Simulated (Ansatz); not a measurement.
## What moves the field gradients of SiC?

Cell of run 1: a COD entry, taken as it stands.

```
CELL_PARAMETERS angstrom
3.07600 0.00000 0.00000
-1.53800 2.66389 0.00000
0.00000 0.00000 5.04800
ATOMIC_POSITIONS crystal
Si 0.33333 0.66667 0.00000
Si 0.66667 0.33333 0.50000
C 0.33333 0.66667 0.38500
C 0.66667 0.33333 0.88500
```

Atoms are numbered from 1 in the order listed; like atoms form one site, named after its first atom.

Relaxed positions (PBE, cell held):

```
CELL_PARAMETERS angstrom
3.07600 0.00000 0.00000
-1.53800 2.66389 0.00000
0.00000 0.00000 5.04800
ATOMIC_POSITIONS crystal
Si 0.33333 0.66667 0.00450
Si 0.66667 0.33333 0.50450
C 0.33333 0.66667 0.38050
C 0.66667 0.33333 0.88050
```

All runs are DFT with Ansatz 0.2.0 (plane waves and PAW, scalar-relativistic unless spin–orbit coupling is named, Γ-centred meshes, Fermi–Dirac smearing where given) in this cell.

Run 1: PBE, atoms as given; 420 eV, 16×16×9 k-points, smearing 0.02 eV.
Run 2: PBE, atoms relaxed; 420 eV, 16×16×9 k-points, smearing 0.02 eV.
Run 3: r2SCAN, at the relaxed atoms; 500 eV, 16×16×9 k-points, smearing 0.02 eV.
Run 4: LDA, at the relaxed atoms; 420 eV, 16×16×9 k-points, smearing 0.02 eV.
Run 5: PBEsol, at the relaxed atoms; 420 eV, 16×16×9 k-points, smearing 0.02 eV.

```tsv
run	Si V_zz (η)	C V_zz (η)
1	1.68 (0.00)	0.24 (0.00)
2	0.34 (0.00)	0.20 (0.00)
3	?	?
4	0.32 (0.00)	0.19 (0.00)
5	0.33 (0.00)	0.20 (0.00)
```

V_zz in 10²¹ V/m².

Task: Estimate the row of run 3.

Result: Si: 0.37 (0.00); C: 0.20 (0.00). It lies nearest to run 2, from whose tensors on these sites it differs by 0.03 at most (largest principal value of the difference, on Si). Taken one at a time, the positions of the atoms (as given or relaxed) move the tensors on these sites by up to 1.34 (largest principal value of the change, on Si), the functional (between the two that differ most) by 0.04 (Si).

In run 1 the atoms aren't at the calculated equilibrium (largest force 0.75 eV/Å).
